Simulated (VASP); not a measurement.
A run of VASP 6.6.1 is set up as follows.

The input INCAR:

```
SYSTEM = BAs
PREC = Accurate
ENCUT = 600
EDIFF = 1E-8
ISMEAR = 0
SIGMA = 0.03
LREAL = .FALSE.
LASPH = .TRUE.
NELM = 80
ALGO = Normal
ISIF = 2
LWAVE = .FALSE.
LCHARG = .FALSE.
GGA = PE
LEPSILON = .TRUE.
```

KPOINTS

```
Automatic mesh
0
Monkhorst
  16 16 16
  0 0 0
```

File POSCAR:

```
BAs                                     
1.0
    0.0000000000      2.4081703798      2.4081703798
    2.4081703798      0.0000000000      2.4081703798
    2.4081703798      2.4081703798      0.0000000000
  B               As            
     1     1
Direct
     0.0000000000000000    0.0000000000000000    0.0000000000000000
     0.2500000000000000    0.2500000000000000    0.2500000000000000
```

Potentials or basis: VASP PAW PBE potentials, release 64 (B, As).

The run is started by

```sh
$ cat potpaw_PBE.64/B/POTCAR potpaw_PBE.64/As/POTCAR > POTCAR
$ mpirun -np 1 vasp_std > vasp.out
```

(1) What does it give for the electronic dielectric tensor (diagonal)?

(2) What does it give for the Born charges (mean of the diagonal)?

## Answers

(1) 9.86.

(2) B -0.46; As +0.46 e.
